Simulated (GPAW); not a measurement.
## Ba: equation of state with SCAN

Crystal: Ba.

```
Ba
1.0
    -2.50650    2.50650    2.50650
     2.50650   -2.50650    2.50650
     2.50650    2.50650   -2.50650
Ba
1
Cartesian
  0.0000 0.0000 0.0000
```

| Item | Value |
| --- | --- |
| Program | GPAW 26.7.0 |
| Task | equation of state |
| Functional | SCAN |
| Potentials or basis | GPAW PAW data sets (gpaw-data 1.2.1) |
| Cutoff | 600 eV |
| Basis | pw |
| k mesh | 8 × 8 × 8 |
| Occupations | fermi-dirac, width 0.05 eV |
| Spin | no spin polarisation |

```
Equilibrium volume : 64.23 Å³/atom (rough: see the caveat)
Bulk modulus       : 8.5 GPa (rough)
```

Energy against volume, from the lowest point:
| volume (Å³/atom) | energy (meV/atom) |
| --- | --- |
| 59.209 | 12.34 |
| 60.469 | 6.67 |
| 61.729 | 2.84 |
| 62.989 | 0.64 |
| 64.249 | 0.00 |
| 65.508 | 0.72 |
| 66.768 | 2.45 |

It took 6.5 min on 1 thread of Arm Neoverse V1, with other jobs on the host, peak memory 0.81 GiB.

Caveat: the points scatter about the fit; the PAW data sets were made with another functional, which shifts forces and pressure a little. The run has no spin-orbit coupling, so splittings on Ba are missing.
